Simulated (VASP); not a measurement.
# PtS2 (C2/m) in VASP: single point with PBE

Aim: the single point of PtS2 with PBE.

All numbers are computed with VASP 6.6.1; they aren't measurements. Logs are shortened: lines on timing, memory, paths and dates and some standing lists are left out, and cuts for length are marked.

## 1. The cell of the first run

It takes space group C2/m (No. 12, monoclinic). The conventional cell has a = 6.153 Å, b = 3.691 Å, c = 5.123 Å, α = 90.00°, β = 90.00°, γ = 90.00°. Pt (site symmetry 2/m) is surrounded by 6 S at 2.39 to 2.42 Å. S (site symmetry m) is surrounded by 3 Pt at 2.39 to 2.42 Å.

## 2. Single point, PBE (uniaxial_x strain +3.9%)

Input file INCAR:

```
SYSTEM = PtS2
PREC = Accurate ; ENCUT = 520
EDIFF = 1E-6 ; ISMEAR = -1
SIGMA = 0.02 ; LREAL = .FALSE.
LASPH = .TRUE. ; NELM = 100
ALGO = Fast ; ISIF = 2
LWAVE = .FALSE. ; LCHARG = .FALSE.
GGA = PE ; NBANDS = 18
```

Input file KPOINTS:

```
regular mesh
0
G
  12 12 6
  0 0 0
```

Input file POSCAR:

```
PtS2
1.0
    3.6908211707      0.0000000000      0.0000000000
   -1.8454105853      3.0766627150      0.0000000000
    0.0000000000      0.0000000000      5.1228306371
Pt S
1 2
Direct
    0.0000000000      0.0000000000      0.0000000000
    0.3364210102      0.6728420205      0.2330205207
    0.6635789898      0.3271579795      0.7669794793
```

Potentials or basis: VASP PAW PBE potentials, release 64 (Pt, S).

The run is started by

```bash
> cat potpaw_PBE.64/Pt/POTCAR potpaw_PBE.64/S/POTCAR > POTCAR
> mpirun -np 1 vasp_std > vasp.out
```

OUTCAR:

```text
SYSTEM = PtS2
   PREC = Accurate
   ENCUT = 520
   EDIFF = 1E-6
   ISMEAR = -1
   LREAL = .FALSE.
   LASPH = .TRUE.
   NELM = 100
   ISIF = 2
   GGA = PE

 ion  position               nearest neighbor table
   1  0.000  0.000  0.000-   2 2.39   3 2.39   3 2.42   2 2.42   3 2.42   2 2.42
   2  0.336  0.673  0.233-   1 2.39   1 2.42   1 2.42
   3  0.664  0.327  0.767-   1 2.39   1 2.42   1 2.42

  Warning from LATTYP: Monoclinic adjustment (A1->A3, A2->A1, A3->A2)!
  LATTYP: Found a base centered orthorhombic cell.
 ALAT       =     3.6908211707
 B/A-ratio  =     1.6671968501
 C/A-ratio  =     1.3879921026

  Lattice vectors:

 A1 = (   1.8454105853,  -3.0766627150,   0.0000000000)
 A2 = (   1.8454105854,   3.0766627150,   0.0000000000)
 A3 = (   0.0000000000,   0.0000000000,   5.1228306371)

Analysis of symmetry for initial positions (statically):
=====================================================================
 Subroutine PRICEL returns:
 Original cell was already a primitive cell.

 Routine SETGRP: Setting up the symmetry group for a
 base centered orthorhombic supercell.

 Subroutine GETGRP returns: Found  4 space group operations
 (whereof  4 operations were pure point group operations)
 out of a pool of  8 trial point group operations.

The static configuration has the point symmetry C_2h.

Analysis of symmetry for dynamics (positions and initial velocities):
=====================================================================
 Subroutine PRICEL returns:
 Original cell was already a primitive cell.

 Routine SETGRP: Setting up the symmetry group for a
 base centered orthorhombic supercell.

 Subroutine GETGRP returns: Found  4 space group operations
 (whereof  4 operations were pure point group operations)
 out of a pool of  8 trial point group operations.

The dynamic configuration has the point symmetry C_2h.

 Subroutine INISYM returns: Found  4 space group operations
 (whereof  4 operations are pure point group operations),
 and found     1 'primitive' translations

----------------------------------------------------------------------------------------

                                     Primitive cell

  volume of cell :      58.1719

  direct lattice vectors                    reciprocal lattice vectors
     3.690821171  0.000000000  0.000000000     0.270942415  0.162513752  0.000000000
    -1.845410585  3.076662715  0.000000000     0.000000000  0.325027503  0.000000000
     0.000000000  0.000000000  5.122830637     0.000000000  0.000000000  0.195204579

  length of vectors
     3.690821171  3.587672461  5.122830637     0.315943842  0.325027503  0.195204579

  position of ions in fractional coordinates (direct lattice)
     0.000000000  0.000000000  0.000000000
     0.336421010  0.672842020  0.233020521
     0.663578990  0.327157980  0.766979479

  ion indices of the primitive-cell ions
   primitive index   ion index
                 1           1
                 2           2
                 3           3

----------------------------------------------------------------------------------------

 KPOINTS: regular mesh

Automatic generation of k-mesh.
 Grid dimensions read from file:
 generate k-points for:   12   12    6

 Generating k-lattice:

  Cartesian coordinates                     Fractional coordinates (reciprocal lattice)
     0.022578535  0.013542813  0.000000000     0.083333333  0.000000000  0.000000000
     0.000000000  0.027085625  0.000000000     0.000000000  0.083333333  0.000000000
     0.000000000  0.000000000  0.032534097     0.000000000  0.000000000  0.166666667

  Length of vectors
     0.026328654  0.027085625  0.032534097

  Shift w.r.t. Gamma in fractional coordinates (k-lattice)
     0.000000000  0.000000000  0.000000000

 Subroutine IBZKPT returns following result:
 ===========================================

 Found    242 irreducible k-points:

 Following reciprocal coordinates:
            Coordinates               Weight
  0.000000  0.000000  0.000000      1.000000
  0.083333  0.000000  0.000000      4.000000
  0.166667  0.000000  0.000000      4.000000
  0.250000  0.000000  0.000000      4.000000
  0.333333 -0.000000  0.000000      4.000000
  0.416667  0.000000  0.000000      4.000000
[... 16 lines left out ...]
  0.333333  0.166667  0.000000      4.000000
  0.416667  0.166667  0.000000      4.000000
 [... further k-points ...]
   k-points           NKPTS =    242   k-points in BZ     NKDIM =    242   number of bands    NBANDS=     18
   number of dos      NEDOS =    301   number of ions     NIONS =      3
   total plane-waves  NPLWV =  31360
   dimension x,y,z NGX =    28 NGY =   28 NGZ =   40
   dimension x,y,z NGXF=    56 NGYF=   56 NGZF=   80
   ions per type =               1   2
   NGX,Y,Z   is equivalent  to a cutoff of  12.61, 12.97, 12.98 a.u.
   NGXF,Y,Z  is equivalent  to a cutoff of  25.22, 25.95, 25.96 a.u.
 SYSTEM =  PtS2
   PREC   = accura    normal or accurate (medium, high low for compatibility)
   ISTART =      0    job   : 0-new  1-cont  2-samecut
   ICHARG =      2    charge: 1-file 2-atom 10-const
   ISPIN  =      1    spin polarized calculation?
   LNONCOLLINEAR =      F non collinear calculations
   LSORBIT =      F    spin-orbit coupling
   LASPH  =      T    aspherical Exc in radial PAW
   ENCUT  =  520.0 eV  38.22 Ry    6.18 a.u.   6.86  6.67  9.53*2*pi/ulx,y,z
   NELM   =    100;   NELMIN=  2; NELMDL= -5     # of ELM steps
   EDIFF  = 0.1E-05   stopping-criterion for ELM
   LREAL  =      F    real-space projection
   EDIFFG = 0.1E-04   stopping-criterion for IOM
   NSW    =      0    number of steps for IOM
   IBRION =     -1    ionic relax: 0-MD 1-quasi-New 2-CG
   NFREE  =      0    steps in history (QN), initial steepest desc. (CG)
   ISIF   =      2    stress and relaxation
   ISYM   =      2    0-nonsym 1-usesym 2-fastsym
   POTIM  = 0.5000    time-step for ionic-motion
   TEBEG  =    0.0;   TEEND  =   0.0 temperature during run
   PSTRESS=    0.0 pullay stress
   NELECT =      22.0000    total number of electrons
   NUPDOWN=      -1.0000    fix difference up-down
   EMIN   =  10.00;   EMAX   =-10.00  energy-range for DOS
   EFERMI =   0.00;   METHOD = LEGACY
   ISMEAR =    -1;   SIGMA  =   0.02  broadening in eV -4-tet -1-fermi 0-gaus
   EFERMI_NEDOS =   21; number of points for ismear=-14 and -15
   IALGO  =     68    algorithm
   IMIX   =      4    mixing-type and parameters
     AMIX     =   0.40;   BMIX     =  1.00
     AMIX_MAG =   1.60;   BMIX_MAG =  1.00
  volume/ion in A,a.u.               =      19.39       130.85
  Fermi-wavevector in a.u.,A,eV,Ry     =   1.183890  2.237228 19.069872  1.401596
  Thomas-Fermi vector in A             =   2.320116
   LORBIT       =      0    0 simple, 1 ext, 2 COOP (PROOUT), +10 PAW based schemes
   GGA     = PE    functional components
   LHFCALC =     F    Hartree Fock is set to
   AEXX    =    0.0000 exact exchange contribution
   IVDW    =     0    specifies the selected vdW correction
   LEPSILON=     F    determine dielectric tensor
   LRPA    =     F    only Hartree local field effects (RPA)
 non-spin polarized calculation
 RMM-DIIS sequential band-by-band and
  energy-cutoff  :      520.00
  volume of cell :       58.17
 maximum number of plane-waves:      1590
   NGX = 13   NGY = 13   NGZ = 19

 number of electron      22.0000000 magnetization

 Free energy of the ion-electron system (eV)
  ---------------------------------------------------
  ext. energy  EPLUGINS =         0.00000000
  ---------------------------------------------------
  free energy    TOTEN  =       -15.39428464 eV

  energy without entropy =      -15.39428464  energy(sigma->0) =      -15.39428464

 E-fermi :   6.3259     XC(G=0): -10.3131

 val. band max:        6.0615751929   @ k =   0.0000   0.1667   0.1667
 cond. band min:       6.6132904692   @ k =  -0.2500   0.0000   0.3333
 fundamental gap:      0.5517152763
 Fermi energy:         6.3258967777

 k-point     1 :       0.0000    0.0000    0.0000
  band No.  band energies     occupation
      1      -8.9800      2.00000
      2      -6.2146      2.00000
      3      -0.5092      2.00000
      4      -0.4596      2.00000
      5      -0.3823      2.00000
      6       2.2726      2.00000
[... 10 lines left out ...]
     17      14.1540      0.00000
     18      17.7495      0.00000

 k-point     2 :       0.0833    0.0000    0.0000
  band No.  band energies     occupation
      1      -8.8990      2.00000
      2      -6.2569      2.00000
      3      -0.4296      2.00000
      4      -0.3855      2.00000
      5      -0.3311      2.00000
      6       2.1623      2.00000
[... 10 lines left out ...]
     17      14.3194      0.00000
     18      17.0090      0.00000

 k-point     3 :       0.1667    0.0000    0.0000
  band No.  band energies     occupation
      1      -8.6648      2.00000
      2      -6.3715      2.00000
      3      -0.2580      2.00000
      4      -0.1932      2.00000
      5      -0.1165      2.00000
      6       1.7592      2.00000
[... 10 lines left out ...]
     17      14.9142      0.00000
     18      15.8522      0.00000

 k-point     4 :       0.2500    0.0000    0.0000
  band No.  band energies     occupation
      1      -8.3061      2.00000
      2      -6.5289      2.00000
      3      -0.0983      2.00000
      4       0.0063      2.00000
      5       0.3289      2.00000
      6       1.1125      2.00000
[... 10 lines left out ...]
     17      14.9754      0.00000
     18      15.2620      0.00000

 k-point     5 :       0.3333   -0.0000    0.0000
  band No.  band energies     occupation
      1      -7.8767      2.00000
      2      -6.7021      2.00000
      3      -0.2989      2.00000
      4       0.1900      2.00000
      5       0.8018      2.00000
      6       0.9176      2.00000
[... 10 lines left out ...]
     17      14.8501      0.00000
     18      15.1645      0.00000

 k-point     6 :       0.4167    0.0000    0.0000
  band No.  band energies     occupation
      1      -7.4577      2.00000
      2      -6.8867      2.00000
      3      -0.7952      2.00000
      4       0.2959      2.00000
      5       0.9829      2.00000
      6       1.5466      2.00000
[... 10 lines left out ...]
     17      14.4793      0.00000
     18      16.1645      0.00000

 k-point     7 :       0.5000    0.0000    0.0000
  band No.  band energies     occupation
      1      -7.1575      2.00000
      2      -7.0879      2.00000
      3      -1.0138      2.00000
      4       0.3262      2.00000
      5       1.1131      2.00000
      6       1.8955      2.00000
[... 10 lines left out ...]
     17      14.3337      0.00000
     18      17.0231      0.00000

 k-point     8 :       0.0000    0.0833    0.0000
  band No.  band energies     occupation
      1      -8.8931      2.00000
      2      -6.2586      2.00000
      3      -0.4234      2.00000
      4      -0.4017      2.00000
      5      -0.3167      2.00000
      6       2.1923      2.00000
[... 10 lines left out ...]
     17      13.9337      0.00000
     18      17.4682      0.00000
[... 229 lines left out ...]
     17      14.6086      0.00000
     18      16.1727      0.00000

 k-point    20 :       0.0833    0.1667    0.0000
  band No.  band energies     occupation
      1      -8.4119      2.00000
      2      -6.4763      2.00000
      3      -0.1263      2.00000
      4      -0.0438      2.00000
      5       0.1451      2.00000
      6       1.5339      2.00000
[... 10 lines left out ...]
     17      15.3025      0.00000
     18      15.4145      0.00000

 k-point    21 :       0.1667    0.1667    0.0000
  band No.  band energies     occupation
      1      -8.0682      2.00000
      2      -6.6135      2.00000
      3       0.0282      2.00000
      4       0.1838      2.00000
      5       0.3672      2.00000
      6       1.1520      2.00000
[... 10 lines left out ...]
     17      14.8247      0.00000
     18      15.3158      0.00000

 k-point    22 :       0.2500    0.1667    0.0000
  band No.  band energies     occupation
      1      -7.6674      2.00000
      2      -6.7627      2.00000
      3      -0.1377      2.00000
      4       0.2167      2.00000
      5       0.6148      2.00000
      6       1.1421      2.00000
[... 10 lines left out ...]
     17      14.5259      0.00000
     18      15.6837      0.00000

 k-point    23 :       0.3333    0.1667    0.0000
  band No.  band energies     occupation
      1      -7.2923      2.00000
      2      -6.9166      2.00000
      3      -0.5948      2.00000
      4       0.2230      2.00000
      5       0.8776      2.00000
      6       1.4312      2.00000
[... 10 lines left out ...]
     17      15.0557      0.00000
     18      15.6943      0.00000

 k-point    24 :       0.4167    0.1667    0.0000
  band No.  band energies     occupation
      1      -7.1086      2.00000
      2      -7.0155      2.00000
      3      -0.7736      2.00000
      4       0.1919      2.00000
      5       0.9880      2.00000
      6       1.6810      2.00000
[... 10 lines left out ...]
     17      15.7188      0.00000
     18      15.7863      0.00000

 [... further k-points ...]
[... 5 lines left out ...]
  --------------------------------------------------------------------------------------
  -------------------------------------------------------------------------------------
  Total       -1.4019630      0.4774460      0.4984876      0.0000000      0.1622920      0.0000000
  in kB      -38.6130629     13.1498849     13.7294165      0.0000000      4.4698682      0.0000000
  external PRESSURE =      -3.9112539 kB  Pullay stress =       0.0000000 kB

 VOLUME and BASIS-vectors are now :
 -----------------------------------------------------------------------------
  energy-cutoff  :      520.00
  volume of cell :       58.17
      direct lattice vectors                 reciprocal lattice vectors
     3.690821171  0.000000000  0.000000000     0.270942415  0.162513752  0.000000000
    -1.845410585  3.076662715  0.000000000     0.000000000  0.325027503  0.000000000
     0.000000000  0.000000000  5.122830637     0.000000000  0.000000000  0.195204579

 POSITION                                       TOTAL-FORCE (eV/Angst)
 -----------------------------------------------------------------------------------
      0.00000      0.00000      0.00000        -0.000000      0.000000      0.000000
     -0.00000      2.07011      1.19372         0.000000      0.013397     -0.003414
      1.84541      1.00655      3.92911        -0.000000     -0.013397      0.003414
 -----------------------------------------------------------------------------------
    total drift:                                0.000000     -0.000000      0.000000

  FREE ENERGIE OF THE ION-ELECTRON SYSTEM (eV)
  ---------------------------------------------------
  free  energy   TOTEN  =       -15.3942846444 eV

  energy  without entropy=      -15.3942846393  energy(sigma->0) =      -15.39428464
```

Run time: 3.1 min. Hardware: 1 thread of Intel Xeon Platinum 8259CL at 2.50GHz (Skylake/Cascade Lake), shared host; peak memory 0.35 GiB.

Results:

| Property | Result |
| --- | --- |
| Free energy | -15.3943 eV |
| Pressure | -0.4 GPa |
| Largest force | 0.014 eV/Å |
| Band gap on the k mesh | 0.55 eV, indirect (least direct gap 0.92 eV) |

Forces on the atoms (eV/Å):
```
Pt   0.000  0.000  0.000
S    0.000  0.013 -0.003
S    0.000 -0.013  0.003
```

Caveat: spin-orbit coupling is left out, which moves the levels of the heavy elements. A k mesh can miss the band edges.
